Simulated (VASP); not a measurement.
Wanted: the native input for a VASP 6.6.1 run.

| Property | Result |
| --- | --- |
| Task | single point |
| Functional | LDA |
| Potentials or basis | VASP PAW LDA potentials, release 64 (Pt) |
| Cutoff | 520 eV |
| k mesh | 15 × 15 × 1 |
| Occupations | methfessel-paxton, width 0.1 eV |
| Spin | no spin polarisation |
| Dipole correction | yes |
| Further INCAR settings | ALGO = Normal; EDIFF = 1e-06 |

The structure of Pt lies in POSCAR:

```
Pt                                      
1.0
    2.7554452200      0.0000000000      0.0000000000
   -1.3777226100      2.3862855600      0.0000000000
    0.0000000000      0.0000000000     26.2490580000
  Pt            
     6
Direct
     0.6666666699999979    0.3333333300000021    0.2853938519270165
     0.3333333300000021    0.6666666699999979    0.3719120014641404
     0.0000000000000000    1.0000000000000000    0.4573970800409247
     0.6666666699999979    0.3333333300000021    0.5426029199590753
     0.3333333300000021    0.6666666699999979    0.6280879985358597
     0.0000000000000000    0.0000000000000000    0.7146061480729834
```

The slab is cut from a database's or a generator's crystal, which needn't be the stable form of the element.

One way to write it, as run:

INCAR

```
SYSTEM = Pt
PREC = Accurate ; ENCUT = 520
EDIFF = 1E-6 ; ISMEAR = 1
SIGMA = 0.1 ; LREAL = .FALSE.
LASPH = .TRUE. ; NELM = 80
ALGO = Normal ; ISIF = 2
LWAVE = .FALSE. ; LCHARG = .FALSE.
LDIPOL = .TRUE. ; IDIPOL = 3
DIPOL = 0.5 0.5 0.500 ; GGA = CA
LVHAR = .TRUE. ; LVACPOTAV = .TRUE.
ICORELEVEL = 1 ; KPAR = 2
```

KPOINTS

```
regular mesh
0
G
  15 15 1
  0 0 0
```

Potentials or basis: VASP PAW LDA potentials, release 64 (Pt).

The run is started by

```bash
$ cat potpaw_LDA.64/Pt/POTCAR > POTCAR
$ mpirun -np 2 vasp_std > vasp.out
```

Results of the run:

```yaml
Largest_force: 0.016 eV/Å
Band_gap_on_the_k_mesh: none (metal or under the smearing width)
Work_function_of_the_upper_face: 6.12 eV
Work_function_of_the_lower_face: 6.12 eV
```

Wall time 78 s on 2 MPI ranks on Intel(R) Xeon(R) 6975P-C (Granite Rapids), with other jobs on the host, peak memory 0.28 GiB a rank.
